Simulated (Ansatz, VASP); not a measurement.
# One calculation of As, two programs

Contents of INCAR:

```
SYSTEM = As
PREC = Accurate ; ENCUT = 520
EDIFF = 1E-6 ; ISMEAR = -1
SIGMA = 0.1 ; LREAL = .FALSE.
LASPH = .TRUE. ; NELM = 80
ALGO = Normal ; ISIF = 2
LWAVE = .FALSE. ; LCHARG = .FALSE.
NBANDS = 8
```

Contents of KPOINTS:

```
regular mesh
0
G
  17 17 17
  0 0 0
```

Contents of POSCAR:

```
As
1.0
    0.0000000000      2.0136577575      2.0136577575
    2.0136577575      0.0000000000      2.0136577575
    2.0136577575      2.0136577575      0.0000000000
As
1
Direct
    0.0000000000      0.0000000000      0.0000000000
```

Input for Ansatz:

```yaml
crystal:
  lattice:
    - [0.0, 2.0136577575, 2.0136577575]
    - [2.0136577575, 0.0, 2.0136577575]
    - [2.0136577575, 2.0136577575, 0.0]
  atoms:
    - { symbol: As, position: [0.0, 0.0, 0.0] }
kpoints:
  mp_grid: { grid: [17, 17, 17] }
scf:
  occupations: { method: fermi_dirac, width: 0.1 }
hamiltonian:
  xc: lda
  pseudopotentials: { kind: all_electron, lapw: { basis_error: 0.001 } }
output:
  forces: true
  stress: true
  eigenvalues: true
  populations: true
```

Change from the starting cell: volume scaled by 0.9, LAPW.

Alike in both runs: task single point; functional LDA; k mesh 17 × 17 × 17; occupations fermi-dirac, width 0.1 eV; no spin polarisation.

|  | VASP | Ansatz |
| --- | --- | --- |
| version | VASP 6.6.1 | Ansatz 0.2.0 |
| potentials or method | VASP PAW LDA potentials, release 64 (As) | all-electron LAPW, scalar-relativistic |
| plane-wave cutoff (eV) | 520 | see its input |

|  | VASP | Ansatz | Ansatz less VASP |
| --- | --- | --- | --- |
| pressure (GPa) | 13.0 | 12.5 | -0.50 |

Ansatz ran all-electron here, so the differences hold the error of VASP's frozen core and of both bases.
